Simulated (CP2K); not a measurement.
## PbS under changes of volume

One of the cells (27.435 Å³/atom); the others are scaled copies at fixed shape and fractional positions:

```
Pb S
1.0
     4.08970    0.00000    0.00000
    -2.04485    3.54178    0.00000
     0.00000    0.00000    3.78817
Pb S
1 1
Direct
  0.00000 0.00000 0.00000
  0.66667 0.33333 0.50000
```

Measurements of this composition are mostly on another form, of space group No. 225.

```yaml
Program: CP2K 2026.2
Functional: PBE
Potentials_or_basis: POTENTIAL_UZH Pb GTH-PBE-q4, S GTH-PBE-q6; TZVP-MOLOPT-PBE-GTH basis
Density_cutoff: 6123 eV
k_mesh: 8 × 8 × 7
Occupations: fermi-dirac, width 0.05 eV
Spin: no spin polarisation
```

| volume (Å³/atom) | energy over the lowest point (meV/atom) | pressure (GPa) |
| --- | --- | --- |
| 25.789 | 26.87 | 4.4 |
| 26.338 | 14.14 | 3.1 |
| 26.887 | ? | ? |
| 27.435 | 1.20 | 0.8 |
| 27.984 | 0.00 | -0.2 |
| 28.533 | 2.03 | -1.1 |
| 29.082 | 7.07 | -1.9 |

Q: What does the run at 26.887 Å³/atom give?

A: Energy over the lowest point 5.80 meV/atom; pressure 1.9 GPa.

Worked out: A Birch-Murnaghan fit of order 3 (a polynomial in V^(-2/3)) to the other rows has its minimum at 27.89 Å³/atom with B0 = V·E''(V) = 48 GPa and B' = 3.7 at fixed shape and positions, which overstates the stiffness. It gives 5.74 meV/atom at 26.887 Å³/atom, against the run's 5.80, and -dE/dV = 1.9 GPa, against 1.9.

Energies are extrapolated to zero smearing.

Caveats: the basis of atomic orbitals isn't converged, which shifts pressures, moduli and gaps.
